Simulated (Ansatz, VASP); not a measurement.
## Zn (dimer Zn chain) in two plane-wave programs

One calculation is typed for both programs; each brings its own data sets. How far apart do they land? The structure shown is the start of the Ansatz relaxation below; VASP solves that cell, so the two are compared at the walk's first step. Other levels of theory on this material are compared in a session of their own.

Calculated with Ansatz 0.2.0; plane waves, with VASP 6.6.1 beside it; single point at r2SCAN.

## (1) Starting point

The cell holds 2 atoms: 2 Zn. Its edges and angles: a = 7.500 Å, b = 7.500 Å, c = 4.636 Å, α = 90.0°, β = 90.0°, γ = 90.0°. Vacuum lies along a and b. The structure's axis is c.

## (2) Ansatz: relaxation, r2SCAN

Ansatz runs on its default PAW (the set named soft_2) files.

The two programs are compared at the cell with which this relaxation starts, whose forces are those of its first step.

input.yaml

```yaml
crystal:
  lattice:
    - [7.5, 0.0, 0.0]
    - [0.0, 7.5, 0.0]
    - [0.0, 0.0, 4.636]
  atoms:
    - { symbol: Zn, position: [0.5, 0.5, 0.0], spin: 0.5 }
    - { symbol: Zn, position: [0.5, 0.5, 0.45], spin: 0.5 }
magnetization:
  spin_polarized: true
kpoints:
  mp_grid: { grid: [1, 1, 18] }
scf:
  occupations: { method: fermi_dirac, width: 0.05 }
hamiltonian:
  xc: r2scan
relax:
  cell: { fix: [a, b, alpha, beta, gamma] }
  max_steps: 60
```

Command:

```sh
$ ansatz run input.yaml --threads 4 --pin off --max-ram 8192MiB --backend cpu --events-out ev --progress --plain --runs-dir out
```

Numbers of over 12 decimals in the logs are rounded to 6 here.

Output:

```text
Engine: ansatz 0.2.0, x86_64-unknown-linux-gnu
Pseudopotentials: kind: paw
Pseudopotential: Zn, paw, valence charge 12, recommended cutoff 500 eV (meta_gga), Zn.paw.azcp
Functional definition: r2SCAN
  parameter k0 = 0.174
  parameter k1 = 0.065
  parameter a1 = 4.9479
  exchange = r2scan_x(k0 = k0, k1 = k1, a1 = a1)
  correlation = r2scan_c
Crystal: 2 atoms, lattice volume = 260.775 Å³
Basis set: ecut = 500 eV, 6617 PW (Γ), exchange–correlation on 240×240×144 points (64 copies of the dense FFT grid, shifted against one another)
Bands: 17, of which v1, the nominal top of the filled ones, is band 12 counted from 1 (11 counted from 0)
Symmetry: 16 space group operations
Space group: P4/mmm (ITA 123), of the structure as read, at distance tolerance 6.4e-5 Å
Magnetic group: BNS 123.339 (UNI 999), of the structure as read, at distance tolerance 6.4e-5 Å
k-points: 10 of 18
Non-local potential: Zn, projectors of the file, l = 0: 2, l = 1: 2, l = 2: 3, l = 3: 1
PAW form: soft (Blöchl's): semilocal exchange-correlation on the pseudo side does not see the compensation charge
PAW frozen core: Zn, regenerated for the run's functional (the file was generated under x = pbe(κ = 0.804, μ = 0.219515), c = pbe(β = 0.066725))
PAW one-centre angular grid: Zn, 590 points (default); XC on 261 of its mesh's 2673 points in the sphere
Initial density: superposition of atomic densities (neutral atoms: chi_scale 0, normalization atom)
Starting moments: Σ|m| = 1 μB on 2 of 2 sites
Initial wavefunctions: pseudopotential atomic-orbital guess
Functional: x = r2scan, c = r2scan; τ floored in thin density (d = 2e-4 eV/Å³)
iter 1 solved again at ethr=1.32e-3 eV; its pass at ethr=3.10e-3 eV (dr2=3.16e-1 eV) is discarded
SCF iter   1: F=—  HF=-6648.099349 eV  |F-HF|=—  |Δ(HF+E_count)|=         —  Δρ=2.06e-2 (↑2.06e-2 ↓1.92e-2)  dr2=3.19e-1  dr2_τ=2.88e-3  dr2_m=8.84e-1  M=0.286 μB ∫|m|=0.286 μB  β_m=0.30  ethr=1.32e-3  ⟨swp⟩=1.0  Hψ=2313  notcnv=0
preconditioner: auto → LDOS  [metal: Δε(μ)=0.083 eV  Ē_g=10.026 eV  σ=0.050 eV  W_gap=0.34  n_scr=30 (ndim 8)  ℏωp=11.3 eV  f_vac=0.692  D(μ)=3.11/eV (n_scr^D=10)]
spin=Collinear: LDOS preconditioning applied to the charge; magnetization (m = ρ↑ − ρ↓) channel mixes plain (no charge-response kernel on spin).
SCF iter   2: F=—  HF=-6648.224551 eV  |F-HF|=—  |Δ(HF+E_count)|=   1.25e-1  Δρ=1.47e-2 (↑1.47e-2 ↓1.40e-2)  dr2=1.88e-1  dr2_τ=4.19e-4  dr2_m=4.55e-1  M=0.284 μB ∫|m|=0.284 μB  β_m=0.30  ethr=1.32e-3  ⟨swp⟩=2.0  Hψ=443  notcnv=0  κ⁻¹=1.0e0(r=1)
SCF iter   3: F=—  HF=-6648.264518 eV  |F-HF|=—  |Δ(HF+E_count)|=   4.00e-2  Δρ=1.03e-2 (↑9.63e-3 ↓1.03e-2)  dr2=1.23e-2  dr2_τ=2.05e-4  dr2_m=2.34e-1  M=0.288 μB ∫|m|=0.289 μB  β_m=0.30  ethr=7.85e-4  ⟨swp⟩=2.4  Hψ=688  notcnv=0  κ⁻¹=6.8e-3(r=2)
SCF iter   4: F=—  HF=-6648.292476 eV  |F-HF|=—  |Δ(HF+E_count)|=   2.80e-2  Δρ=7.17e-3 (↑7.17e-3 ↓7.10e-3)  dr2=1.03e-2  dr2_τ=7.71e-5  dr2_m=1.20e-1  M=0.294 μB ∫|m|=0.294 μB  β_m=0.30  ethr=5.12e-5  ⟨swp⟩=2.4  Hψ=851  notcnv=0  defer=5  κ⁻¹=4.4e-4(r=3)
SCF iter   5: F=—  HF=-6648.306576 eV  |F-HF|=—  |Δ(HF+E_count)|=   1.41e-2  Δρ=5.14e-3 (↑5.11e-3 ↓5.14e-3)  dr2=2.12e-3  dr2_τ=3.58e-5  dr2_m=6.23e-2  M=0.299 μB ∫|m|=0.299 μB  β_m=0.30  ethr=4.31e-5  ⟨swp⟩=2.5  Hψ=689  notcnv=0  defer=5  κ⁻¹=1.6e-4(r=4)
SCF iter   6: F=—  HF=-6648.312721 eV  |F-HF|=—  |Δ(HF+E_count)|=   6.15e-3  Δρ=3.77e-3 (↑3.77e-3 ↓3.60e-3)  dr2=1.57e-3  dr2_τ=1.79e-5  dr2_m=3.22e-2  M=0.303 μB ∫|m|=0.303 μB  β_m=0.30  ethr=8.85e-6  ⟨swp⟩=2.0  Hψ=670  notcnv=0  defer=5  κ⁻¹=1.4e-4(r=5)
SCF iter   7: F=—  HF=-6648.315326 eV  |F-HF|=—  |Δ(HF+E_count)|=   2.60e-3  Δρ=2.73e-3 (↑2.73e-3 ↓2.59e-3)  dr2=9.99e-4  dr2_τ=9.80e-6  dr2_m=1.68e-2  M=0.309 μB ∫|m|=0.310 μB  β_m=1.20  ethr=6.54e-6  ⟨swp⟩=1.9  Hψ=407  notcnv=0  defer=5
Mixer restart at iter 7: flushing history
spin-set hold released at iteration 7 (site moments contracting): the magnetisation degrees of freedom join the quasi-Newton model from the next iteration; the mixer history was flushed
SCF iter   8: F=—  HF=-6648.310619 eV  |F-HF|=—  |Δ(HF+E_count)|=   4.71e-3  Δρ=5.25e-4 (↑4.56e-4 ↓5.25e-4)  dr2=3.38e-4  dr2_τ=1.13e-6  dr2_m=5.22e-4  M=0.322 μB ∫|m|=0.326 μB  β_m=1.20  ethr=4.16e-6  ⟨swp⟩=2.5  Hψ=570  notcnv=0  defer=5  κ⁻¹=1.0e0(r=1)
[...]
the starting moments were not kept: the SCF closed with an absolute magnetisation of 2.8e-6 μB, where they sum to 1 μB in size (2 sites). That is at most 0.1 of that sum. Measured as dr2_m measures the in/out step, that magnetisation stands 8.8e-13 eV from none, at or under the dr2_threshold of 7.7e-9 eV: it is no larger than a step whose dr2_m would equal this threshold.
SCF 5 converged in 7 iterations: F = -6648.915782 eV  dr2 = 6.21e-11
relax step   5: F+E_penalty+E_count = -6648.91578187 eV  Δ(F+E_penalty+E_count) = -1.126e-5 eV  max|allowed force component| = 1.218e-3 eV/Å  Δτ_max = 0.0007 Å  P = -0.060 GPa  Ω = 281.750 Å³  energy of the carried Pulay correction = -6.456e-4 eV  fix = [a, b, alpha, beta, gamma]  reactions: a -0.089, b -0.089 GPa  (7 SCF iters, dr2 threshold 7.66e-9 eV, accepted)
[...]
SCF iter   5: F=—  HF=-6648.916630 eV  |F-HF|=—  |Δ(HF+E_count)|=   1.99e-3  Δρ=9.34e-6 (↑9.34e-6 ↓9.34e-6)  dr2=6.84e-7  dr2_τ=5.43e-8  dr2_m=8.51e-14  M=0.000 μB ∫|m|=0.000 μB  β_m=0.30  ethr=5.42e-9  ⟨swp⟩=3.0  Hψ=736  notcnv=0  κ⁻¹=1.9e-3(r=4)
SCF iter   6: F=—  HF=-6648.917049 eV  |F-HF|=—  |Δ(HF+E_count)|=   4.18e-4  Δρ=5.28e-6 (↑5.28e-6 ↓5.28e-6)  dr2=1.21e-6  dr2_τ=4.08e-10  dr2_m=1.48e-13  M=-0.000 μB ∫|m|=0.000 μB  β_m=0.30  ethr=2.85e-9  ⟨swp⟩=3.0  Hψ=730  notcnv=0  κ⁻¹=5.3e-4(r=5)
SCF iter   7: F=—  HF=-6648.917049 eV  |F-HF|=—  |Δ(HF+E_count)|=   9.48e-8  Δρ=6.16e-6 (↑6.16e-6 ↓6.16e-6)  dr2=1.57e-6  dr2_τ=6.63e-10  dr2_m=2.41e-13  M=-0.000 μB ∫|m|=0.000 μB  β_m=0.30  ethr=2.85e-9  ⟨swp⟩=2.0  Hψ=380  notcnv=0  κ⁻¹=1.7e-4(r=6)
SCF iter   8: F=—  HF=-6648.917045 eV  |F-HF|=—  |Δ(HF+E_count)|=   4.14e-6  Δρ=1.65e-6 (↑1.65e-6 ↓1.65e-6)  dr2=2.13e-8  dr2_τ=1.42e-9  dr2_m=1.38e-13  M=0.000 μB ∫|m|=0.000 μB  β_m=0.30  ethr=2.85e-9  ⟨swp⟩=2.0  Hψ=588  notcnv=0  κ⁻¹=1.3e-6(r=7)
SCF iter   9: F=—  HF=-6648.917050 eV  |F-HF|=—  |Δ(HF+E_count)|=   5.64e-6  Δρ=1.07e-6 (↑1.07e-6 ↓1.07e-6)  dr2=1.56e-8  dr2_τ=1.14e-10  dr2_m=6.83e-14  M=0.000 μB ∫|m|=0.000 μB  β_m=0.30  ethr=8.86e-11  ⟨swp⟩=3.0  Hψ=706  notcnv=0  κ⁻¹=8.5e-7(r=8)
SCF iter  10: F=—  HF=-6648.917052 eV  |F-HF|=—  |Δ(HF+E_count)|=   1.24e-6  Δρ=9.05e-7 (↑9.05e-7 ↓9.04e-7)  dr2=2.10e-8  dr2_τ=3.16e-10  dr2_m=3.27e-15  M=0.000 μB ∫|m|=0.000 μB  β_m=0.72  ethr=6.50e-11  ⟨swp⟩=3.0  Hψ=636  notcnv=0  κ⁻¹=2.0e-6(r=8)
SCF iter  11: F=—  HF=-6648.917050 eV  |F-HF|=—  |Δ(HF+E_count)|=   2.07e-6  Δρ=8.81e-8 (↑8.79e-8 ↓8.81e-8)  dr2=9.07e-11  dr2_τ=1.76e-12  dr2_m=3.91e-16  M=0.000 μB ∫|m|=0.000 μB  β_m=0.49  ethr=6.50e-11  ⟨swp⟩=3.5  Hψ=694  notcnv=0  κ⁻¹=1.1e-6(r=8)
SCF iter  12: F=—  HF=-6648.917050 eV  |F-HF|=—  |Δ(HF+E_count)|=  3.84e-10  Δρ=6.71e-8 (↑6.71e-8 ↓6.71e-8)  dr2=4.16e-11  dr2_τ=6.96e-13  dr2_m=8.46e-17  M=0.000 μB ∫|m|=0.000 μB  β_m=0.75  ethr=1.00e-12  ⟨swp⟩=2.1  Hψ=432  notcnv=0  κ⁻¹=4.2e-7(r=8)
SCF iter  13: F=-6648.917050 eV  HF=-6648.917050 eV  |F-HF|=7.55e-11  |Δ(HF+E_count)|=   9.89e-9  Δρ=9.34e-9 (↑9.34e-9 ↓9.30e-9)  dr2=1.62e-12  dr2_τ=1.04e-14  dr2_m=1.46e-16  M=-0.000 μB ∫|m|=0.000 μB  ethr=1.00e-12  ⟨swp⟩=8.2  Hψ=1747  notcnv=0
the starting moments were not kept: the SCF closed with an absolute magnetisation of 8.2e-9 μB, where they sum to 1 μB in size (2 sites). That is at most 0.1 of that sum. Measured as dr2_m measures the in/out step, that magnetisation stands 5.7e-18 eV from none, at or under the dr2_threshold of 2.0e-11 eV: it is no larger than a step whose dr2_m would equal this threshold.
SCF 6 converged in 13 iterations: F = -6648.917050 eV  dr2 = 1.62e-12
relax step   6: F+E_penalty+E_count = -6648.91704951 eV  Δ(F+E_penalty+E_count) = -1.268e-3 eV  max|allowed force component| = 1.208e-3 eV/Å  Δτ_max = 0.0000 Å  P = -0.055 GPa  Ω = 281.750 Å³  fix = [a, b, alpha, beta, gamma]  reactions: a -0.086, b -0.086 GPa  stress off target by 7.23e-3 GPa on what of the cell is left free  SCF on the basis re-selected at this cell (its energy is not comparable with the rows above)  (13 SCF iters)
basis re-selected at this cell: Δ(F+E_penalty+E_count) = -1.268e-3 eV, ΔP = +0.004 GPa vs the last step (what re-selecting the basis moved, of the pressure what is left beyond the Pulay correction that the steps carried, after the strain that the cell walked since its last selection, with what the two solves' SCF thresholds leave and, on support functions, any second-order correction that the steps lacked; it is no measure of the basis error at this ecutwfc). The dense FFT grid was sized anew with the basis: this SCF ran on 60×60×40 points, the steps before it on 60×60×36, so part of this shift can come from that change (see relax.cell in the input reference). [rest of the remark cut]
SCF converged after 13 iterations
Stability not checked: this state was not tested for a lower state beside it, because the mixer in use, unlike msr1, does not test its closes by its own steps (another_mixer; see scf.mixing.algorithm and scf.lower_state_search)
Magnetization: -0.0000 μB (12.0000 up, 12.0000 down)
Absolute magnetization: 0.0000 μB (∫|ρ↑−ρ↓|, with the PAW one-centre terms)
Spin contamination: 0.0000 ħ² per cell (⟨S²⟩ above its minimum at these occupations)
Per-site moments (μB) at R_I (Å): [(1.1246847181412729e-10, 1.033023), (1.1246855470252274e-10, 1.033023)]
Free energy (F): -6648.917050 eV
Harris-Foulkes:  -6648.917050 eV  (|F-HF|=7.55e-11)
Internal energy: -6648.910747 eV  (E = F + TS)
E sigma→0 (E₀):  -6648.913898 eV
Entropy (-TS):   -0.006303 eV (-3.151 meV/atom)
Fermi energy:    -0.907705 eV
--- Per-component energies (eV) ---
  E_band       = -197.052259
  E_kinetic    = 258.341173
  E_local      = -6525.794792  (includes V_loc(G=0)·N_el)
  E_nonlocal   = 1228.537132
  E_hartree    = 2873.831772
  E_xc         = -244.917330
  E_vxc        = -104.290370  (∫ρ·V_xc dr)
  E_paw        = -3692.712235  (= ΣΔE_a)
  E_vpaw       = -808.484825  (= ΣTr[D̂ρ^β])
  E_aug_tail   = -0.000103  (compensation charges beyond the density's cutoff)
  E_vtau       = 6.976030  (kinetic-family band-sum trace: ∫τ·v_τ [+ j·A + Jᵃ·Aᵃ] dr)
  E_ewald      = -545.831125
  E_core_change = -0.365237  (= ΣΔE_core)
  E_smearing   = -0.006303  (= −TS)
  E_closure    = -0.000000  (closes the sum)
  Σ components = -6648.917050   (vs F -6648.917050, Δ=0.00e0)
--- Forces (eV/Å), atoms counted from 1 ---
  atom   1  Zn     0.00000000     0.00000000    -0.00120764
  atom   2  Zn     0.00000000     0.00000000     0.00120764
  max |Σ_I F_I| component: 2.17e-19 eV/Å
--- Stress (GPa, compression-positive) ---
       -0.086432       0.000000       0.000000
        0.000000      -0.086432       0.000000
        0.000000       0.000000       0.007231
  P = ⅓ Tr σ = -0.0552 GPa (-0.552 kbar)
--- Relaxed structure (5 steps of the walk, 5 accepted, 1 SCFs on fresh bases) ---
  F+E_penalty+E_count = -6648.91704951 eV   max|allowed force component| = 1.208e-3 eV/Å   (the final SCF, on the basis selected at the relaxed cell)
  cell:  # Å, volume = 281.7503 Å³
    - [7.5, 0.0, 0.0]
    - [0.0, 7.5, 0.0]
    - [0.0, 0.0, 5.008894]
  atoms:
    - { symbol: Zn, position: [0.5, 0.5, -0.024985] }
    - { symbol: Zn, position: [0.5, 0.5, 0.474985] }
```

(Continued in part 2 of 2.)

[Lines on the potential files, build, host, timing and source positions are cut from VASP's logs without a mark.]

[Logs are printed without paths, hosts, clocks, repeated set-up lines and the standing remarks that a program may print on its own settings, such as how far it seeks lower states.]

[Hosts, paths, dates, database ids (printed as entryN), source tags and the programs' standing remarks are cut or masked in the printed files.]
